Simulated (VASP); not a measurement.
A run of VASP 6.6.1 is set up as follows.

INCAR

```
SYSTEM = BN
PREC = Accurate
ENCUT = 600
EDIFF = 1E-7
ISMEAR = 0
SIGMA = 0.03
LREAL = .FALSE.
LASPH = .TRUE.
NELM = 80
ALGO = Normal
ISIF = 3
LWAVE = .FALSE.
LCHARG = .FALSE.
GGA = PS
IBRION = 2
NSW = 90
EDIFFG = -0.005
```

Contents of KPOINTS:

```
Automatic mesh
0
G
  12 12 4
  0 0 0
```

Contents of POSCAR:

```
BN                                      
1.0
    2.5049462937     -0.0000000000     -0.0000000000
   -1.2524731469      2.1693471255     -0.0000000000
    0.0000000000      0.0000000000      6.8710655874
  B               N             
     2     2
Direct
     0.3333333332999970    0.6666666667000030    0.2500000000000000
     0.6666666667000030    0.3333333332999970    0.7500000000000000
     0.3333333332999970    0.6666666667000030    0.7500000000000000
     0.6666666667000030    0.3333333332999970    0.2500000000000000
```

Potentials or basis: VASP PAW PBE potentials, release 64 (B, N).

Run with:

```sh
$ cat potpaw_PBE.64/B/POTCAR potpaw_PBE.64/N/POTCAR > POTCAR
$ mpirun -np 1 vasp_std > vasp.out
```

**Question.** Predict the band gap on the k mesh.

**Answer.** 4.22 eV, indirect (least direct gap 4.59 eV).

Final structure:
```
CELL_PARAMETERS angstrom
2.50495 0.00000 0.00000
-1.25247 2.16935 0.00000
0.00000 0.00000 6.87107
ATOMIC_POSITIONS crystal
B 0.33333 0.66667 0.25000
B 0.66667 0.33333 0.75000
N 0.33333 0.66667 0.75000
N 0.66667 0.33333 0.25000
```

Caveat: the relaxation stopped at its first step, so nothing moved. As with any semilocal functional, this PBEsol gap is likely too small.
